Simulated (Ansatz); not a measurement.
## A computed series for LiI: pressure series

Consider LiI in the rock salt structure (space group Fm-3m, No. 225; a = 6.0190 Å).

Cell and atoms are relaxed at each pressure.

Level of theory: PBE in Ansatz (plane waves to 420 eV, PAW, no spin-orbit coupling).

Candidates:
(a) pressure 15 GPa
(b) pressure 22.5 GPa
(c) pressure −2 GPa
(d) pressure 9 GPa
(e) pressure 4.5 GPa

For the base:

| Property | Value |
|---|---|
| Smallest direct gap | 4.26 eV |

Task: Order them by smallest direct gap, highest first.

Result: (b) pressure 22.5 GPa (5.08 eV), (a) pressure 15 GPa (5.02 eV), (d) pressure 9 GPa (4.98 eV), (e) pressure 4.5 GPa (4.93 eV), (c) pressure −2 GPa (3.78 eV)

With I present, leaving out spin-orbit coupling can change the band edges. Load acts through the strain it causes; cell and atoms are relaxed under it. Whether these cells are dynamically stable was not tested. No other phases were tried under pressure.

Ansatz is a quantum-chemistry and plane-wave program.
